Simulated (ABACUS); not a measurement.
SnTe:

```
CELL_PARAMETERS angstrom
0.00000 3.15085 3.15085
3.15085 0.00000 3.15085
3.15085 3.15085 0.00000
ATOMIC_POSITIONS crystal
Te 0.50000 0.50000 0.50000
Sn 0.00000 0.00000 0.00000
```

Base run:

```yaml
Program: ABACUS 3.10.1
Functional: PBE
Potentials_or_basis: PseudoDojo NC SR 0.4.1 PBE standard
Cutoff: 1129 eV
Density_cutoff: 4517 eV
Basis: plane waves
k_mesh: 7 × 7 × 7
Occupations: fermi-dirac, width 0.05 eV
Spin: no spin polarisation
```

Its results: pressure 2.3 GPa.

Question: The run is repeated on the same cell with these changes: cutoff from 1129 eV to 1361 eV; density cutoff from 4517 eV to 5442 eV; basis from plane waves to DZP LCAO (the cutoffs set its grid). What comes out?

Answer: Pressure 3.0 GPa.

Caveats: the atomic orbitals were generated for these runs and aren't a published set (some runs); the basis of atomic orbitals isn't converged, which shifts pressures, moduli and gaps (some runs).

Not every run made on this cell is shown here.
